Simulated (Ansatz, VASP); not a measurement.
NaF (Villiaumite): VASP beside Ansatz

```
CELL_PARAMETERS angstrom
0.01126 2.25741 2.25741
2.25741 0.01126 2.25741
2.25741 2.25741 0.01126
ATOMIC_POSITIONS crystal
Na 0.00000 0.00000 0.00000
F 0.50000 0.50000 0.50000
```

Change from the starting cell: equal xy, yz and zx engineering shears of +0.5 %.

Alike in both runs: functional LDA; k mesh 10 × 10 × 10; no spin polarisation.

Ansatz relaxed the structure, and its values are those at the end. VASP's run is a single point on that final structure, the one shown.

```csv
,VASP,Ansatz
version,VASP 6.6.1,Ansatz 0.2.0
potentials or method,"VASP PAW LDA potentials, release 64 (Na_pv, F), cutoff 520 eV","all-electron LAPW, scalar-relativistic"
occupations,"gaussian, width 0.01 eV",fixed
```

VASP gave:

```
gap on the k mesh at the Fermi level (eV) : 6.42
pressure (GPa)                            : -0.1
```

What did Ansatz give for the same quantities?

gap on the k mesh at the Fermi level (eV): 6.43; pressure (GPa): 0.0.

Ansatz ran all-electron here, so the differences hold the error of VASP's frozen core and of both bases.

A k mesh can miss the band edges.
